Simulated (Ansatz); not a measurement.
CsSnI3:

```
CELL_PARAMETERS angstrom
6.20570 0.00000 0.00000
0.00000 6.20570 0.00000
0.00000 0.00000 6.20570
ATOMIC_POSITIONS crystal
Cs 0.00000 0.00000 0.00000
I 0.50000 0.50000 0.00000
I 0.50000 0.00000 0.50000
I 0.00000 0.50000 0.50000
Sn 0.50000 0.50000 0.50000
```

Base run:

| Item | Value |
| --- | --- |
| Program | Ansatz 0.2.0 |
| Functional | revPBE |
| Potentials or basis | Ansatz PAW |
| Cutoff | 420 eV (not typed: the program's choice for these potentials) |
| k mesh | 5 × 5 × 5 |
| Occupations | fermi-dirac, width 0.05 eV |
| Spin | no spin polarisation |

Its results: pressure 1.4 GPa.

**Question.** After a change of settings the same cell gave: pressure -0.7 GPa. Which change was it?
A. functional from revPBE to PBEsol
B. functional from revPBE to BLYP
C. functional from revPBE to RPBE
D. functional from revPBE to LDA

**Answer.** A.

PBEsol binds more tightly than revPBE, so the same cell stands under less pressure.

Caveats: the cell was measured hot, at 500 K; the PAW data sets come from PBE, with cores solved anew for the run's functional, which leaves a small shift of forces and pressure.

Runs at the PBE level aren't shown here.
